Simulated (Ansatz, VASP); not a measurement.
# One calculation of NaCl, two programs

```
Na Cl
1.0
     0.00000    2.77266    2.77266
     2.77266    0.00000    2.77266
     2.77266    2.77266    0.00000
Na Cl
1 1
Direct
  0.00000 0.00000 0.00000
  0.50000 0.50000 0.50000
```

Alike in both runs: task single point; functional PBEsol; k mesh 8 × 8 × 8; occupations gaussian, width 0.02 eV; no spin polarisation.

|  | VASP | Ansatz |
| --- | --- | --- |
| version | VASP 6.6.1 | Ansatz 0.2.0 |
| potentials or method | VASP PAW PBE potentials, release 64 (Na_pv, Cl) | scalar-relativistic, plane waves, PAW |
| plane-wave cutoff (eV) | 520 | 420 |
| valence electrons in the cell | 14 | 16 |

VASP gave:

```
gap on the k mesh at the Fermi level (eV) : 5.12
least direct gap on the mesh (eV)         : 5.12
pressure (GPa)                            : 0.9
```

Problem. What did Ansatz give for the same quantities?

Solution. gap on the k mesh at the Fermi level (eV): 5.13; least direct gap on the mesh (eV): 5.13; pressure (GPa): 0.8.

The two sets of potentials don't hold the same shells in valence.

Caveats: the PAW data sets were made with another functional, which shifts forces and pressure a little (VASP).
